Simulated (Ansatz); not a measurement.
Here is an Ansatz 0.2.0 calculation.

File input.yaml:

```yaml
crystal:
  lattice:
    - [4.54534955, 0.0, 0.0]
    - [0.0, 5.51961944, 0.0]
    - [0.0, 0.0, 4.90919686]
  atoms:
    - { symbol: Ti, position: [0.0, 0.17299093, 0.75] }
    - { symbol: Ti, position: [0.5, 0.32700907, 0.25] }
    - { symbol: Ti, position: [0.0, 0.82700907, 0.25] }
    - { symbol: Ti, position: [0.5, 0.67299093, 0.75] }
    - { symbol: O, position: [0.27145062, 0.38172464, 0.91864908] }
    - { symbol: O, position: [0.77145062, 0.11827536, 0.08135092] }
    - { symbol: O, position: [0.22854938, 0.11827536, 0.41864908] }
    - { symbol: O, position: [0.72854938, 0.38172464, 0.58135092] }
    - { symbol: O, position: [0.27145062, 0.61827536, 0.41864908] }
    - { symbol: O, position: [0.77145062, 0.88172464, 0.58135092] }
    - { symbol: O, position: [0.22854938, 0.88172464, 0.91864908] }
    - { symbol: O, position: [0.72854938, 0.61827536, 0.08135092] }
hamiltonian:
  xc: blyp
  pseudopotentials: { kind: paw }
kpoints:
  mp_grid: { grid: [6, 5, 6] }
  band_path:
    path:
      - [[0.0, 0.0, 0.0], [-0.5, 0.0, 0.0], [-0.5, 0.0, -0.5], [0.0, 0.0, -0.5], [0.0, 0.0, 0.0], [0.0, -0.5, 0.0], [-0.5, -0.5, 0.0], [-0.5, -0.5, -0.5], [0.0, -0.5, -0.5], [0.0, -0.5, 0.0]]
      - [[0.0, 0.0, -0.5], [0.0, -0.5, -0.5]]
      - [[-0.5, -0.5, 0.0], [-0.5, 0.0, 0.0]]
      - [[-0.5, 0.0, -0.5], [-0.5, -0.5, -0.5]]
    npoints: 10
scf:
  occupations: { method: fermi_dirac, width: 0.05 }
  n_extra_bands: 30
output:
  forces: true
  stress: true
  eigenvalues: true
  fatbands: false
```

Potentials or basis: Ansatz PAW.

Launch:

```bash
$ ansatz run input.yaml --threads 4 --pin off --max-ram 11264MiB --backend cpu --events-out ev --progress --plain --runs-dir out
```

Q: What does it give for the band gap on the k mesh?

A: 2.62 eV, indirect (least direct gap 2.66 eV).

Q: What does it give for the largest force?

A: 0.131 eV/Å.

Q: Estimate the pressure.

A: 9.8 GPa.

Levels at the corners of the path, in eV from the valence-band top:
```tsv
point	band 44	band 45	band 46	band 47	band 48	band 49	band 50	band 51	band 52	band 53
Γ	-0.54	-0.53	-0.42	-0.03	0.00	2.66	2.67	2.80	2.82	2.83
X	-1.27	-0.50	-0.50	-0.26	-0.26	3.08	3.08	3.22	3.22	3.53
S	-1.26	-0.49	-0.49	-0.49	-0.49	2.97	2.97	2.97	2.97	3.51
Y	-1.04	-0.44	-0.44	-0.30	-0.30	2.62	2.62	3.01	3.01	3.50
Γ	-0.54	-0.53	-0.42	-0.03	0.00	2.66	2.67	2.80	2.82	2.83
Z	-1.30	-1.19	-1.19	-0.14	-0.14	2.77	2.77	3.19	3.19	3.27
U	-1.03	-0.54	-0.54	-0.36	-0.36	2.95	2.95	2.96	2.96	3.20
R	-1.27	-0.80	-0.80	-0.80	-0.80	2.98	2.98	2.98	2.98	3.45
T	-1.68	-0.44	-0.44	-0.44	-0.44	2.90	2.90	2.90	2.90	3.66
Z	-1.30	-1.19	-1.19	-0.14	-0.14	2.77	2.77	3.19	3.19	3.27
Y	-1.04	-0.44	-0.44	-0.30	-0.30	2.62	2.62	3.01	3.01	3.50
T	-1.68	-0.44	-0.44	-0.44	-0.44	2.90	2.90	2.90	2.90	3.66
U	-1.03	-0.54	-0.54	-0.36	-0.36	2.95	2.95	2.96	2.96	3.20
X	-1.27	-0.50	-0.50	-0.26	-0.26	3.08	3.08	3.22	3.22	3.53
S	-1.26	-0.49	-0.49	-0.49	-0.49	2.97	2.97	2.97	2.97	3.51
R	-1.27	-0.80	-0.80	-0.80	-0.80	2.98	2.98	2.98	2.98	3.45
```

Caveat: the pressure holds a Pulay correction of +0.9 GPa for the finite cutoff; the PAW data sets come from PBE, with cores solved anew for the run's functional, which leaves a small shift of forces and pressure.
